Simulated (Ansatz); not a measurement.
## Vibrational response of NbN

Level of theory: DFT PBEsol, scalar-relativistic, plane waves, PAW in Ansatz. Plane waves to 420 eV; Γ-centred k mesh 16×16×16; Fermi-Dirac smearing of 0.15 eV. No spin polarisation. Phonons by linear response, acoustic sum rule imposed.

The cell, relaxed at this level:
```xyz
2
Lattice="0.0000 2.1909 2.1909 2.1909 0.0000 2.1909 2.1909 2.1909 0.0000" Properties=species:S:1:pos:R:3 pbc="T T T"
Nb    2.1909    2.1909    2.1909
N     0.0000    0.0000    0.0000
```

In a metal, frequencies and elastic constants depend on the k mesh and the smearing, soft modes and shear constants most.

Optical modes at Γ; i marks an imaginary frequency:
```tsv
frequency (cm⁻¹)	degeneracy
406	3
```

All 3 optical modes at Γ are real: no displacement of atoms at fixed cell lowers the energy to second order. Strains and modes at other wave vectors aren't tested by this run.

Cost: 1 run of about 0.51 core-minutes, on AMD EPYC 7R43 (Zen 3) (shared hosts).